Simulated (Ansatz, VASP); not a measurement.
One calculation of Ca, two programs

POSCAR

```
Ca
1.0
   -2.2020265624      2.2020265624      2.2020265624
    2.2020265624     -2.2020265624      2.2020265624
    2.2020265624      2.2020265624     -2.2020265624
Ca
1
Direct
    0.0000000000      0.0000000000      0.0000000000
```

The input INCAR.step1:

```
  PREC = Accurate
  ENCUT = 520
  ISMEAR = 1
  SIGMA = 0.15
  LREAL = F
  LASPH = T
  NELM = 100
  NBANDS = 11
  GGA = PE
  ALGO = Normal
  EDIFF = 1E-4
  LWAVE = T
  LCHARG = F
```

File INCAR.step2:

```
  PREC = Accurate
  ENCUT = 520
  EDIFF = 1E-7
  ISMEAR = 1
  SIGMA = 0.15
  LREAL = F
  LASPH = T
  NELM = 100
  ALGO = Normal
  ISIF = 2
  LWAVE = F
  LCHARG = F
  METAGGA = R2SCAN
  LMIXTAU = T
  NBANDS = 11
  ISTART = 1
```

File KPOINTS:

```
Automatic mesh
0
Gamma
  7 7 7
```

Input for Ansatz:

```yaml
crystal:
  lattice:
    - [-2.202026562381091, 2.202026562381091, 2.202026562381091]
    - [2.202026562381091, -2.202026562381091, 2.202026562381091]
    - [2.202026562381091, 2.202026562381091, -2.202026562381091]
  atoms:
    - { symbol: Ca, position: [0.0, 0.0, 0.0] }
basis:
  ecutwfc: 571.4391111657479
kpoints:
  mp_grid:
    grid: [7, 7, 7]
hamiltonian:
  xc: r2scan
scf:
  occupations:
    method: cold
    width: 0.15
output:
  stress: true
```

This isn't the form of Ca at room conditions, which is fcc.

Alike in both runs: task single point; functional r2SCAN; k mesh 7 × 7 × 7; no spin polarisation.

|  | VASP | Ansatz |
| --- | --- | --- |
| version | VASP 6.6.1 | Ansatz 0.2.0 |
| potentials or method | VASP PAW PBE potentials, release 64 (Ca_sv) | plane waves, PAW |
| plane-wave cutoff (eV) | 520 | 571 |
| occupations | methfessel-paxton of order 1, width 0.15 eV | cold, width 0.15 eV |
| valence electrons in the cell | 10 | 10 |

|  | VASP | Ansatz | Ansatz less VASP |
| --- | --- | --- | --- |
| pressure (GPa) | 0.4 | 0.4 | -0.07 |

Caveats: the PAW data sets were made with another functional, which shifts forces and pressure a little (VASP).
